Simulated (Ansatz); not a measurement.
# CaSe: squeezing one contact

Aim: change the length of one contact in CaSe (Ca1–Se2) by moving its two atoms, all else held, and follow energy and force. Methods of the runs shown: PAW. Its runs: shortest bond scaled by 1 (PAW); shortest bond scaled by 1.1 (PAW); shortest bond scaled by 0.76 (PAW); shortest bond scaled by 0.64 (PAW); shortest bond scaled by 0.58 (PAW and PAW (cutoff 1000 eV)).

Program: Ansatz 0.2.0. Level of theory: DFT, PBEsol, PAW with Ansatz's default frozen-core files, scalar-relativistic. These are calculated values, not measurements.

2 further runs of the same task are left out: 2 that didn't finish. Runs told in other sessions of the task aren't counted.

### Step 1. The structure to begin with

The structure is cubic, space group Fm-3m (No. 225). The conventional cell has a = 5.940 Å, b = 5.940 Å, c = 5.940 Å, α = 90.00°, β = 90.00°, γ = 90.00°. Around Ca (site symmetry m-3m) lie 6 Se at 2.97 Å. Se (site symmetry m-3m) has 6 Ca at 2.97 Å in its first shell of neighbours.

Structure file:

```xyz
2
Lattice="0.0000 2.9702 2.9702 2.9702 0.0000 2.9702 2.9702 2.9702 0.0000" Properties=species:S:1:pos:R:3 pbc="T T T"
Ca    0.0000    0.0000    0.0000
Se    2.9702    2.9702    2.9702
```

Atoms are numbered in the order of the input: Ca1, Se2.

### Step 2. Shortest bond scaled by 1, PAW

The input, input.yaml:

```yaml
crystal:
  lattice:
    - [0.0, 2.9702381052, 2.9702381052]
    - [2.9702381052, 0.0, 2.9702381052]
    - [2.9702381052, 2.9702381052, 0.0]
  atoms:
    - { symbol: Ca, position: [0.0, 0.0, 0.0] }
    - { symbol: Se, position: [0.5, 0.5, 0.5] }
kpoints:
  mp_grid: { grid: [7, 7, 7] }
scf:
  occupations: { method: fermi_dirac, width: 0.03 }
hamiltonian:
  xc: pbesol
  pseudopotentials: { kind: paw }
output:
  forces: true
  stress: true
  eigenvalues: true
  populations: true
```

On the command line:

```sh
ansatz run input.yaml --threads 1 --pin off --max-ram 2048MiB --backend cpu --events-out ev --progress --plain --runs-dir out
```

### Step 3. Shortest bond scaled by 1.1, PAW

input.yaml, as its differences from that of step 2:

```diff
@@ -6,4 +6,4 @@
   atoms:
-    - { symbol: Ca, position: [0.0, 0.0, 0.0] }
-    - { symbol: Se, position: [0.5, 0.5, 0.5] }
+    - { symbol: Ca, position: [0.025, 0.025, -0.025] }
+    - { symbol: Se, position: [0.475, 0.475, 0.525] }
 kpoints:
```

### Step 4. Shortest bond scaled by 0.76, PAW

input.yaml, as its differences from that of step 3:

```diff
@@ -6,4 +6,4 @@
   atoms:
-    - { symbol: Ca, position: [0.025, 0.025, -0.025] }
-    - { symbol: Se, position: [0.475, 0.475, 0.525] }
+    - { symbol: Ca, position: [-0.06, -0.06, 0.06] }
+    - { symbol: Se, position: [0.56, 0.56, 0.44] }
 kpoints:
@@ -20 +20,5 @@
   populations: true
+  write_density: true
+  write_potential: true
+  elf: true
+  volumetric_format: npy
```

### Step 5. Shortest bond scaled by 0.64, PAW

input.yaml, as its differences from that of step 4:

```diff
@@ -6,4 +6,4 @@
   atoms:
-    - { symbol: Ca, position: [-0.06, -0.06, 0.06] }
-    - { symbol: Se, position: [0.56, 0.56, 0.44] }
+    - { symbol: Ca, position: [-0.09, -0.09, 0.09] }
+    - { symbol: Se, position: [0.59, 0.59, 0.41] }
 kpoints:
@@ -20,5 +20 @@
   populations: true
-  write_density: true
-  write_potential: true
-  elf: true
-  volumetric_format: npy
```

### Step 6. Shortest bond scaled by 0.58, PAW

input.yaml, as its differences from that of step 5:

```diff
@@ -6,4 +6,4 @@
   atoms:
-    - { symbol: Ca, position: [-0.09, -0.09, 0.09] }
-    - { symbol: Se, position: [0.59, 0.59, 0.41] }
+    - { symbol: Ca, position: [-0.105, -0.105, 0.105] }
+    - { symbol: Se, position: [0.605, 0.605, 0.395] }
 kpoints:
```

### Step 7. Shortest bond scaled by 0.58, PAW (cutoff 1000 eV)

input.yaml, as its differences from that of step 6:

```diff
@@ -19,2 +19,7 @@
   eigenvalues: true
-  populations: true
+  write_density: true
+  write_potential: true
+  elf: true
+  volumetric_format: npy
+basis:
+  ecutwfc: 1000
```

(Steps that only read results are left out.)

Before running it: what results should come out?

**Answer**, as computed:

| quantity | value |
| --- | --- |
| force along the bond, positive apart, at 1.723 Å (PAW) | 35.23 eV/Å |
| force along the bond, positive apart, at 1.723 Å (PAW (cutoff 1000 eV)) | 35.22 eV/Å |
| length at zero force (straight line) | 2.97 Å |

**Reading.** At 1.72 Å the force along the bond is 35.23 eV/Å by PAW, and the energy stands 10.59 eV over the given length. A straight line between 2.97 and 3.27 Å puts zero force near 2.97 Å, a rough figure over so wide a step. There symmetry makes it vanish whatever the lattice constant, so this is no computed equilibrium length. With two atoms in the cell whole sublattices move, so the other contacts between the two sublattices change too; at scales over 1 some of them become the shortest.
